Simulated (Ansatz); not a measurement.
# BAs under changes of volume

One of the cells (13.626 Å³/atom); the others are scaled copies at fixed shape and fractional positions:

```xyz
2
Lattice="0.0000 2.3885 2.3885 2.3885 0.0000 2.3885 2.3885 2.3885 0.0000" Properties=species:S:1:pos:R:3 pbc="T T T"
As    3.5827    3.5827    3.5827
B     0.0000    0.0000    0.0000
```

```yaml
Program: Ansatz 0.2.0
Functional: PBEsol
Potentials_or_basis: all-electron LAPW, inner shells corrected to Dirac's equation
Cutoff: 315 eV (chosen from the basis error)
Basis_error_allowed: 0.001 eV/atom
k_mesh: 10 × 10 × 10
Occupations: fermi-dirac, width 0.15 eV
Spin: collinear spin, ferromagnetic start
Starting_moments: "[0.5, 0.0] μB"
```

```tsv
volume (Å³/atom)	energy over the lowest point (meV/atom)	pressure (GPa)	gap on the mesh (eV)
12.809	19.08	8.8	1.02
13.081	7.18	5.3	1.05
13.354	1.00	2.1	1.07
13.626	0.00	-0.8	1.09
13.899	3.66	-3.4	1.11
14.171	11.53	-5.8	1.12
14.444	?	?	?
```

Q: What does the run at 14.444 Å³/atom give?

A: Energy over the lowest point 23.20 meV/atom; pressure -7.9 GPa; gap on the mesh 1.14 eV.

Worked out: A Birch-Murnaghan fit of order 3 (a polynomial in V^(-2/3)) to the other rows has its minimum at 13.55 Å³/atom with B0 = V·E''(V) = 141 GPa and B' = 4.1. It gives 23.23 meV/atom at 14.444 Å³/atom, against the run's 23.20, and -dE/dV = -7.9 GPa, against -7.9. A straight line through the other rows of the gap, of slope 0.991 eV per unit of ln V, extrapolates to 1.14 eV, against the run's 1.14.

Energies are extrapolated to zero smearing.

Caveats: the starting moments weren't kept.

A mesh can miss the band edges. Spin-orbit coupling on As is left out.
